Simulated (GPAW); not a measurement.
The system is CuI (Marshite).

```
I Cu
1.0
     0.00000    3.03150    3.03150
     3.03150    0.00000    3.03150
     3.03150    3.03150    0.00000
I Cu
1 1
Direct
  0.00000 0.00000 0.00000
  0.75000 0.75000 0.75000
```

```yaml
Program: GPAW 26.7.0
Task: single point
Functional: PBEsol
Potentials_or_basis: PAW data sets generated in the run's folder for this functional
Cutoff: 600 eV
Basis: pw
k_mesh: 8 × 8 × 8
Occupations: fermi-dirac, width 0.05 eV
Spin: no spin polarisation
```

On this cell: pressure -1.9 GPa; largest force zero by symmetry; band gap on the k mesh 1.03 eV, direct.

The same run follows on a disturbed copy (atoms moved at random, drawn with an rms of 0.05 Å):

```
CELL_PARAMETERS angstrom
0.00000 3.03150 3.03150
3.03150 0.00000 3.03150
3.03150 3.03150 0.00000
ATOMIC_POSITIONS crystal
I 0.99532 0.00687 0.00367
Cu 0.76201 0.76128 0.73768
```

Question: What changes?

Answer: The energy moves by +3.4 meV/atom; pressure -1.8 GPa; largest force 0.187 eV/Å; band gap on the k mesh 1.02 eV, direct.

Forces on the atoms (eV/Å):
```
I   -0.090 -0.022  0.162
Cu   0.090  0.022 -0.162
```

Stress tensor (GPa, compression positive):
```
-1.82  0.59 -0.08
 0.59 -1.80 -0.32
-0.08 -0.32 -1.85
```

Caveats: with this Cu data set, volumes or pressures lay over 1.5 % or 2 GPa off other programs in two to four cells of ten; spin-orbit coupling is left out, which moves the levels of the heavy elements.

